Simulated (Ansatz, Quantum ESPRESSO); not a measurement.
# Band offsets of the AlAs/GaAs(110) superlattice, 5 + 5 layers, a = 5.625 Å, part 4 of 7

Wanted: the band alignment of the AlAs/GaAs(110) superlattice, 5 + 5 layers, a = 5.625 Å.

Quantum ESPRESSO 7.5; plane-wave DFT, LDA, GBRV ultrasoft pseudopotentials; cross-check by Ansatz 0.2.0 with PAW datasets.

So far. Step 3 (Self-consistent run of bulk AlAs): The run needed 7 iterations to bring the estimated error under 1e-07 Ry.

## (8) Band structure of bulk GaAs

Input file b.bands.in:

```
&control
  prefix = 'b.bands'
  outdir = './out'
  pseudo_dir = './pseudo'
  calculation = 'bands'
/
&system
  ibrav = 0
  nat = 4
  ntyp = 2
  ecutwfc = 40
  ecutrho = 200
  occupations = 'smearing'
  smearing = 'fd'
  degauss = 0.002
  nbnd = 32
/
&electrons
  conv_thr = 1e-07
  mixing_beta = 0.5
  electron_maxstep = 120
/
ATOMIC_SPECIES
  Ga  69.7230  ga_lda_v1.4.uspp.F.UPF
  As  74.9216  as_lda_v1.uspp.F.UPF
CELL_PARAMETERS angstrom
  5.62500000000000 0.00000000000000 0.00000000000000
  0.00000000000000 3.97747564417433 0.00000000000000
  0.00000000000000 0.00000000000000 3.97747564417433
ATOMIC_POSITIONS crystal
  Ga  0.000000000000 0.000000000000 0.000000000000
  As  0.250000000000 0.500000000000 0.000000000000
  Ga  0.500000000000 0.500000000000 0.500000000000
  As  0.750000000000 0.000000000000 0.500000000000
K_POINTS crystal_b
6
  0.0000000000 0.0000000000 0.0000000000 20
  1.0000000000 0.0000000000 0.0000000000 1
  0.0000000000 0.0000000000 0.0000000000 20
  0.5000000000 0.0000000000 0.5000000000 1
  0.0000000000 0.0000000000 0.0000000000 20
  0.0000000000 0.5000000000 0.5000000000 1
```

Command:

```console
$ cp -r out/b.save out/b.bands.save
$ cp out/b.xml out/b.bands.xml
$ OMP_NUM_THREADS=1 mpirun -n 4 pw.x -nk 4 -in b.bands.in > b.bands.out
```

What it wrote:

```text
[banner, memory and clock lines left out]
Program PWSCF v.7.5 starts

          URL

     Atomic positions and unit cell read from directory:
     ./out/b.bands.save/

     Found identity + ( -0.5000 -0.5000 -0.5000) symmetry
     This is a supercell, fractional translations are disabled
     Message from routine setup:
     using ibrav=0 with symmetry is DISCOURAGED, use correct ibrav instead

     G-vector sticks info

     bravais-lattice index     =            0
     lattice parameter (alat)  =      10.6297  a.u.
     unit-cell volume          =     600.5293 (a.u.)^3
     number of atoms/cell      =            4
     number of atomic types    =            2
     number of electrons       =        48.00
     number of Kohn-Sham states=           32
     kinetic-energy cutoff     =      40.0000  Ry
     charge density cutoff     =     200.0000  Ry
     Exchange-correlation= SLA  PZ   NOGX NOGC
                           (   1   1   0   0   0   0   0)

     celldm(1)=  10.629709  celldm(2)=   0.000000  celldm(3)=   0.000000
     celldm(4)=   0.000000  celldm(5)=   0.000000  celldm(6)=   0.000000

     crystal axes: (cart. coord. in units of alat)
               a(1) = (   1.000000   0.000000   0.000000 )
               a(2) = (   0.000000   0.707107   0.000000 )
               a(3) = (   0.000000   0.000000   0.707107 )

     reciprocal axes: (cart. coord. in units 2 pi/alat)
               b(1) = (  1.000000  0.000000  0.000000 )
               b(2) = (  0.000000  1.414214  0.000000 )
               b(3) = (  0.000000  0.000000  1.414214 )

     PseudoPot. # 1 for Ga read from file:
     ./pseudo/ga_lda_v1.4.uspp.F.UPF
     Pseudo is Ultrasoft + core correction, Zval = 19.0
     Generated by new atomic code, or converted to UPF format
     Using radial grid of  871 points,  6 beta functions with:
                l(1) =   0
                l(2) =   0
                l(3) =   1
                l(4) =   1
                l(5) =   2
                l(6) =   2
     Q(r) pseudized with  8 coefficients,  rinner =    1.250   1.250   1.250
                                                       1.250   1.250

     PseudoPot. # 2 for As read from file:
     ./pseudo/as_lda_v1.uspp.F.UPF
     Pseudo is Ultrasoft + core correction, Zval =  5.0
     Generated by new atomic code, or converted to UPF format
     Using radial grid of  875 points,  6 beta functions with:
                l(1) =   0
                l(2) =   0
                l(3) =   1
                l(4) =   1
                l(5) =   2
                l(6) =   2
     Q(r) pseudized with  8 coefficients,  rinner =    1.300   1.300   1.300
                                                       1.300   1.300

     atomic species   valence    mass     pseudopotential
     Ga               19.00    69.72300     Ga( 1.00)
     As                5.00    74.92160     As( 1.00)

      8 Sym. Ops. (no inversion) found

   Cartesian axes

     site n.     atom                  positions (alat units)
         1        Ga     tau(   1) = (   0.0000000   0.0000000   0.0000000  )
         2        As     tau(   2) = (   0.2500000   0.3535534   0.0000000  )
         3        Ga     tau(   3) = (   0.5000000   0.3535534   0.3535534  )
         4        As     tau(   4) = (   0.7500000   0.0000000   0.3535534  )

     number of k points=    63  Fermi-Dirac smearing, width (Ry)=  0.0020
                       cart. coord. in units 2pi/alat
        k(    1) = (   0.0000000   0.0000000   0.0000000), wk =   0.0317460
        k(    2) = (   0.0500000   0.0000000   0.0000000), wk =   0.0317460
        k(    3) = (   0.1000000   0.0000000   0.0000000), wk =   0.0317460
        k(    4) = (   0.1500000   0.0000000   0.0000000), wk =   0.0317460
        k(    5) = (   0.2000000   0.0000000   0.0000000), wk =   0.0317460
        k(    6) = (   0.2500000   0.0000000   0.0000000), wk =   0.0317460
        k(    7) = (   0.3000000   0.0000000   0.0000000), wk =   0.0317460
        k(    8) = (   0.3500000   0.0000000   0.0000000), wk =   0.0317460
        k(    9) = (   0.4000000   0.0000000   0.0000000), wk =   0.0317460
        k(   10) = (   0.4500000   0.0000000   0.0000000), wk =   0.0317460
        k(   11) = (   0.5000000   0.0000000   0.0000000), wk =   0.0317460
        k(   12) = (   0.5500000   0.0000000   0.0000000), wk =   0.0317460
        k(   13) = (   0.6000000   0.0000000   0.0000000), wk =   0.0317460
        k(   14) = (   0.6500000   0.0000000   0.0000000), wk =   0.0317460
        k(   15) = (   0.7000000   0.0000000   0.0000000), wk =   0.0317460
        k(   16) = (   0.7500000   0.0000000   0.0000000), wk =   0.0317460
        k(   17) = (   0.8000000   0.0000000   0.0000000), wk =   0.0317460
        k(   18) = (   0.8500000   0.0000000   0.0000000), wk =   0.0317460
        k(   19) = (   0.9000000   0.0000000   0.0000000), wk =   0.0317460
        k(   20) = (   0.9500000   0.0000000   0.0000000), wk =   0.0317460
        k(   21) = (   1.0000000   0.0000000   0.0000000), wk =   0.0317460
        k(   22) = (   0.0000000   0.0000000   0.0000000), wk =   0.0317460
        k(   23) = (   0.0250000   0.0000000   0.0353553), wk =   0.0317460
        k(   24) = (   0.0500000   0.0000000   0.0707107), wk =   0.0317460
        k(   25) = (   0.0750000   0.0000000   0.1060660), wk =   0.0317460
        k(   26) = (   0.1000000   0.0000000   0.1414214), wk =   0.0317460
        k(   27) = (   0.1250000   0.0000000   0.1767767), wk =   0.0317460
        k(   28) = (   0.1500000   0.0000000   0.2121320), wk =   0.0317460
        k(   29) = (   0.1750000   0.0000000   0.2474874), wk =   0.0317460
        k(   30) = (   0.2000000   0.0000000   0.2828427), wk =   0.0317460
        k(   31) = (   0.2250000   0.0000000   0.3181981), wk =   0.0317460
        k(   32) = (   0.2500000   0.0000000   0.3535534), wk =   0.0317460
        k(   33) = (   0.2750000   0.0000000   0.3889087), wk =   0.0317460
        k(   34) = (   0.3000000   0.0000000   0.4242641), wk =   0.0317460
        k(   35) = (   0.3250000   0.0000000   0.4596194), wk =   0.0317460
        k(   36) = (   0.3500000   0.0000000   0.4949747), wk =   0.0317460
        k(   37) = (   0.3750000   0.0000000   0.5303301), wk =   0.0317460
        k(   38) = (   0.4000000   0.0000000   0.5656854), wk =   0.0317460
        k(   39) = (   0.4250000   0.0000000   0.6010408), wk =   0.0317460
        k(   40) = (   0.4500000   0.0000000   0.6363961), wk =   0.0317460
        k(   41) = (   0.4750000   0.0000000   0.6717514), wk =   0.0317460
        k(   42) = (   0.5000000   0.0000000   0.7071068), wk =   0.0317460
        k(   43) = (   0.0000000   0.0000000   0.0000000), wk =   0.0317460
[...]
8.0585   8.1324  11.7361  11.7670  11.7671  11.7934  14.7835  14.8184

          k = 0.5000 0.0000 0.7071 (  2520 PWs)   bands (ev):

   -86.8005 -86.8003 -86.8001 -86.7996 -86.7996 -86.7992  -7.7815  -7.7812
    -7.6752  -7.6750  -7.6747  -7.6747  -7.6076  -7.6073  -7.6070  -7.6068
    -3.9184  -3.9184   0.3827   0.3828   6.0000   6.0000   6.0003   6.0003
     8.0534   8.0534  11.7640  11.7640  11.7641  11.7641  14.7803  14.7803

          k = 0.0000 0.0000 0.0000 (  2541 PWs)   bands (ev):

   -86.8006 -86.8004 -86.8004 -86.7997 -86.7994 -86.7994  -7.8142  -7.6955
    -7.6955  -7.6953  -7.6432  -7.6432  -7.6394  -7.6116  -7.6113  -7.5973
    -5.7325  -3.1590   0.2071   4.4271   4.4271   7.1684   7.1690   7.1690
     7.5714   8.4821   8.7053  10.8559  10.8560  10.8560  14.5958  17.3654

          k = 0.0000 0.0354 0.0354 (  2537 PWs)   bands (ev):

   -86.8005 -86.8003 -86.8003 -86.7996 -86.7995 -86.7994  -7.8139  -7.6965
    -7.6952  -7.6950  -7.6437  -7.6436  -7.6387  -7.6116  -7.6113  -7.5975
    -5.7223  -3.1575   0.2113   4.4004   4.4051   6.8722   7.1333   7.1339
     7.8667   8.5336   8.7580  10.8157  10.9033  10.9034  14.6592  17.1899

          k = 0.0000 0.0707 0.0707 (  2559 PWs)   bands (ev):

   -86.8006 -86.8004 -86.8004 -86.7998 -86.7996 -86.7996  -7.8130  -7.6997
    -7.6944  -7.6942  -7.6449  -7.6445  -7.6373  -7.6119  -7.6112  -7.5979
    -5.6920  -3.1532   0.2234   4.3250   4.3431   6.4384   7.0335   7.0341
     8.2947   8.6840   8.9112  10.7032  11.0398  11.0399  14.8403  16.7232

          k = 0.0000 0.1061 0.1061 (  2571 PWs)   bands (ev):

   -86.8006 -86.8005 -86.8005 -86.7999 -86.7997 -86.7997  -7.8116  -7.7045
    -7.6929  -7.6927  -7.6470  -7.6454  -7.6355  -7.6125  -7.6108  -7.5987
    -5.6417  -3.1464   0.2426   4.2133   4.2520   5.9941   6.8826   6.8832
     8.7236   8.9226   9.1529  10.5395  11.2518  11.2519  15.1149  16.2080

          k = 0.0000 0.1414 0.1414 (  2587 PWs)   bands (ev):

   -86.8007 -86.8006 -86.8005 -86.7999 -86.7998 -86.7998  -7.8098  -7.7110
    -7.6908  -7.6907  -7.6496  -7.6462  -7.6335  -7.6134  -7.6102  -7.5998
    -5.5719  -3.1379   0.2676   4.0807   4.1452   5.5502   6.6964   6.6969
     9.1310   9.2359   9.4680  10.3499  11.5231  11.5232  15.4046  15.7679

          k = 0.0000 0.1768 0.1768 (  2581 PWs)   bands (ev):

   -86.8007 -86.8006 -86.8005 -86.7999 -86.7998 -86.7997  -7.8078  -7.7186
    -7.6883  -7.6881  -7.6526  -7.6468  -7.6313  -7.6146  -7.6095  -7.6010
    -5.4831  -3.1283   0.2962   3.9422   4.0351   5.1094   6.4891   6.4896
     9.4837   9.6111   9.8413  10.1704  11.8393  11.8394  15.1688  15.3038

          k = 0.0000 0.2121 0.2121 (  2587 PWs)   bands (ev):

   -86.8007 -86.8007 -86.8005 -86.7999 -86.7998 -86.7997  -7.8056  -7.7272
    -7.6853  -7.6851  -7.6556  -7.6473  -7.6291  -7.6161  -7.6087  -7.6025
    -5.3760  -3.1187   0.3260   3.8108   3.9325   4.6731   6.2716   6.2721
     9.6621  10.0368  10.1132  10.2590  12.1890  12.1891  14.6764  14.7962

          k = 0.0000 0.2475 0.2475 (  2577 PWs)   bands (ev):

   -86.8007 -86.8006 -86.8005 -86.7999 -86.7997 -86.7997  -7.8036  -7.7362
    -7.6819  -7.6817  -7.6584  -7.6477  -7.6270  -7.6177  -7.6078  -7.6040
    -5.2514  -3.1100   0.3540   3.6972   3.8451   4.2421   6.0520   6.0525
     9.5642  10.2626  10.5031  10.7066  12.5636  12.5638  14.0489  14.3604

          k = 0.0000 0.2828 0.2828 (  2581 PWs)   bands (ev):

   -86.8007 -86.8007 -86.8005 -86.7999 -86.7998 -86.7997  -7.8020  -7.7456
    -7.6781  -7.6779  -7.6607  -7.6480  -7.6252  -7.6197  -7.6067  -7.6054
    -5.1102  -3.1030   0.3769   3.6096   3.7789   3.8171   5.8363   5.8368
     9.3869  10.3980  10.9984  11.1626  12.9570  12.9571  13.4368  13.8143

          k = 0.0000 0.3182 0.3182 (  2565 PWs)   bands (ev):

   -86.8007 -86.8005 -86.8004 -86.7998 -86.7997 -86.7995  -7.8009  -7.7549
    -7.6742  -7.6740  -7.6622  -7.6481  -7.6238  -7.6218  -7.6064  -7.6057
    -4.9535  -3.0985   0.3921   3.3990   3.5545   3.7377   5.6288   5.6293
     9.2060  10.4302  11.4960  11.5747  12.8686  13.3475  13.3643  13.3644

          k = 0.0000 0.3536 0.3536 (  2555 PWs)   bands (ev):

   -86.8007 -86.8004 -86.8004 -86.7998 -86.7995 -86.7995  -7.8005  -7.7640
    -7.6701  -7.6699  -7.6626  -7.6482  -7.6240  -7.6233  -7.6068  -7.6046
    -4.7826  -3.0970   0.3974   2.9889   3.5356   3.7238   5.4325   5.4330
     9.0371  10.3550  11.7754  11.8111  12.5299  13.1285  13.7821  13.7822

          k = 0.0000 0.3889 0.3889 (  2549 PWs)   bands (ev):

   -86.8006 -86.8003 -86.8003 -86.7998 -86.7996 -86.7995  -7.8009  -7.7727
    -7.6659  -7.6658  -7.6621  -7.6481  -7.6262  -7.6238  -7.6065  -7.6035
    -4.5993  -3.0985   0.3921   2.5884   3.5544   3.7377   5.2500   5.2505
     8.8856  10.1998  11.4961  11.5747  12.8685  13.3475  14.2075  14.2076

          k = 0.0000 0.4243 0.4243 (  2557 PWs)   bands (ev):

   -86.8007 -86.8003 -86.8003 -86.7999 -86.7996 -86.7995  -7.8020  -7.7809
    -7.6619  -7.6618  -7.6605  -7.6480  -7.6284  -7.6251  -7.6055  -7.6024
    -4.4055  -3.1030   0.3770   2.1996   3.6095   3.7789   5.0830   5.0834
     8.7542   9.9983  10.9986  11.1626  13.4366  13.8144  14.6378  14.6380

          k = 0.0000 0.4596 0.4596 (  2557 PWs)   bands (ev):

   -86.8007 -86.8004 -86.8003 -86.7999 -86.7995 -86.7995  -7.8037  -7.7883
    -7.6585  -7.6580  -7.6577  -7.6477  -7.6306  -7.6269  -7.6041  -7.6014
    -4.2043  -3.1100   0.3541   1.8254   3.6970   3.8452   4.9329   4.9334
     8.6446   9.7776  10.5032  10.7065  14.0487  14.3605  15.0705  15.0707

          k = 0.0000 0.4950 0.4950 (  2554 PWs)   bands (ev):

   -86.8007 -86.8003 -86.8003 -86.7999 -86.7995 -86.7995  -7.8058  -7.7950
    -7.6556  -7.6544  -7.6541  -7.6473  -7.6326  -7.6289  -7.6027  -7.6004
    -3.9994  -3.1187   0.3262   1.4699   3.8106   3.9325   4.8009   4.8014
     8.5580   9.5563  10.0369  10.2590  14.6763  14.9316  15.5022  15.5023

          k = 0.0000 0.5303 0.5303 (  2556 PWs)   bands (ev):

   -86.8007 -86.8003 -86.8003 -86.7999 -86.7995 -86.7995  -7.8079  -7.8008
    -7.6525  -7.6512  -7.6509  -7.6468  -7.6345  -7.6311  -7.6013  -7.5996
    -3.7963  -3.1283   0.2964   1.1386   3.9419   4.0352   4.6879   4.6884
     8.4950   9.3460   9.6112   9.8413  15.3037  15.5025  15.9277  15.9279

          k = 0.0000 0.5657 0.5657 (  2578 PWs)   bands (ev):

   -86.8008 -86.8005 -86.8004 -86.8000 -86.7997 -86.7996  -7.8100  -7.8056
    -7.6495  -7.6484  -7.6482  -7.6461  -7.6361  -7.6333  -7.6000  -7.5989
    -3.6024  -3.1379   0.2678   0.8393   4.0803   4.1452   4.5945   4.5950
     8.4560   9.1543   9.2361   9.4680  15.9122  16.0521  16.3387  16.3389

          k = 0.0000 0.6010 0.6010 (  2562 PWs)   bands (ev):

   -86.8007 -86.8004 -86.8003 -86.8000 -86.7996 -86.7995  -7.8118  -7.8094
    -7.6469  -7.6462  -7.6459  -7.6453  -7.6374  -7.6353  -7.5990  -7.5983
    -3.4278  -3.1465   0.2428   0.5825   4.2129   4.2521   4.5214   4.5219
     8.4407   8.9228   8.9865   9.1530  16.4729  16.5542  16.7207  16.7209

          k = 0.0000 0.6364 0.6364 (  2558 PWs)   bands (ev):

   -86.8007 -86.8004 -86.8002 -86.8000 -86.7996 -86.7994  -7.8132  -7.8121
    -7.6449  -7.6445  -7.6445  -7.6441  -7.6384  -7.6371  -7.5982  -7.5978
    -3.2861  -3.1532   0.2236   0.3817   4.3246   4.3432   4.4689   4.4693
     8.4470   8.6842   8.8476   8.9113  16.9401  16.9730  17.0481  17.0482

          k = 0.0000 0.6718 0.6718 (  2572 PWs)   bands (ev):

   -86.8008 -86.8004 -86.8004 -86.8000 -86.7997 -86.7996  -7.8141  -7.8138
    -7.6437  -7.6436  -7.6435  -7.6431  -7.6390  -7.6385  -7.5978  -7.5975
    -3.1921  -3.1576   0.2115   0.2523   4.4000   4.4051   4.4373   4.4377
     8.4680   8.5338   8.7464   8.7580  17.2543  17.2606  17.2795  17.2797

          k = 0.0000 0.7071 0.7071 (  2596 PWs)   bands (ev):

   -86.8009 -86.8006 -86.8006 -86.8001 -86.7998 -86.7998  -7.8144  -7.8144
    -7.6434  -7.6432  -7.6432  -7.6427  -7.6393  -7.6390  -7.5977  -7.5974
    -3.1590  -3.1590   0.2073   0.2074   4.4267   4.4267   4.4271   4.4272
     8.4822   8.4822   8.7054   8.7054  17.3651  17.3651  17.3652  17.3653

     XML data file, pseudopotentials, collected wavefunctions

                                        0.00s GPU  (     964 calls)
```

The job ended after 17 s (4 MPI ranks of AMD EPYC 7R32 (Zen 2), shared host; peak memory 0.34 GiB; 66 s of CPU time).

Read from the output:

```
valence top, on the run's zero       : 7.169 eV
conduction bottom, on the run's zero : 7.571 eV
gap by band count                    : 0.4024 eV
```

Band numbers count within the set of bands kept for display; the cell holds two formula units, so the X point along 001 folds onto the zone centre. The electronic bands at the labelled points (eV, zero at the Fermi level, which the smearing puts inside the gap; v1 is the highest filled band, c1 the lowest empty one):

| point | v4 | v3 | v2 | v1 | c1 | c2 | c3 | c4 |
| --- | --- | --- | --- | --- | --- | --- | --- | --- |
| L | -1.39 | -1.39 | -1.39 | -1.39 | 0.67 | 0.67 | 4.38 | 4.38 |
| halfway | -3.55 | -2.31 | -0.92 | -0.91 | 1.13 | 1.87 | 4.35 | 4.35 |
| Γ | -2.96 | -0.22 | -0.22 | -0.22 | 0.18 | 1.10 | 1.32 | 3.47 |
| halfway | -3.85 | -3.66 | -1.95 | -1.95 | 1.65 | 2.97 | 4.39 | 4.42 |
| X | -2.96 | -2.96 | -2.96 | -2.96 | 1.10 | 1.10 | 1.32 | 1.32 |

## (9) Electrostatic potential of bulk GaAs

Input file b.pot.in:

```
&inputpp
  prefix = 'b'
  outdir = './out'
  filplot = 'b.pot.dat'
  plot_num = 11
/
```

Command:

```console
$ OMP_NUM_THREADS=1 mpirun -n 4 pp.x -in b.pot.in > b.pot.out
```

Elapsed: 1.4 s, on 4 MPI ranks; peak memory 0.1 GiB.

## (10) Macroscopic average of bulk GaAs

Input file b.avg.in:

```
1
b.pot.dat
1.0
40
3
7.5163396349
```

Command:

```console
$ OMP_NUM_THREADS=1 average.x < b.avg.in > b.avg.out
```

It took 0.73 s on 1 MPI rank; peak memory 0.1 GiB.

Read from the output:

```
average.x's running mean over the crystal, on the run's own zero                  : 9.653 eV
mean potential by an exact Fourier window over the crystal, on the run's own zero : 9.653 eV
```

[end of part 4 of 7]

[Logs are printed without paths, hosts, clocks, repeated set-up lines and the standing remarks that a program may print on its own settings, such as how far it seeks lower states.]

[Hosts, paths, dates, database ids (printed as entryN), source tags and the programs' standing remarks are cut or masked in the printed files.]

[Maps of the electrostatic potential energy from Ansatz leave out the sawtooth potential of an applied field or a dipole correction, so their vacuum need not be flat; planar profiles and work functions include it.]
